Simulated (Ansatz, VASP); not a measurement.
**CaS (Oldhamite): VASP beside Ansatz**

```xyz
2
Lattice="0.0000 2.8430 2.8430 2.8430 0.0000 2.8430 2.8430 2.8430 0.0000" Properties=species:S:1:pos:R:3 pbc="T T T"
Ca    0.0000    0.0000    0.0000
S     2.8430    2.8430    2.8430
```

Alike in both runs: task single point; functional PBEsol; k mesh 6 × 6 × 6; occupations gaussian, width 0.1 eV; no spin polarisation.

```csv
,VASP,Ansatz
version,VASP 6.6.1,Ansatz 0.2.0
potentials or method,"VASP PAW PBE potentials, release 64 (Ca_sv, S)","scalar-relativistic, plane waves, PAW"
plane-wave cutoff (eV),520,420
valence electrons in the cell,16,16
```

```csv
,VASP,Ansatz,Ansatz less VASP
gap on the k mesh at the Fermi level (eV),2.22,2.23,+0.006
least direct gap on the mesh (eV),3.05,3.05,+0.005
pressure (GPa),-1.5,-1.6,-0.17
```

Caveats: the PAW data sets were made with another functional, which shifts forces and pressure a little (VASP). A k mesh can miss the band edges.
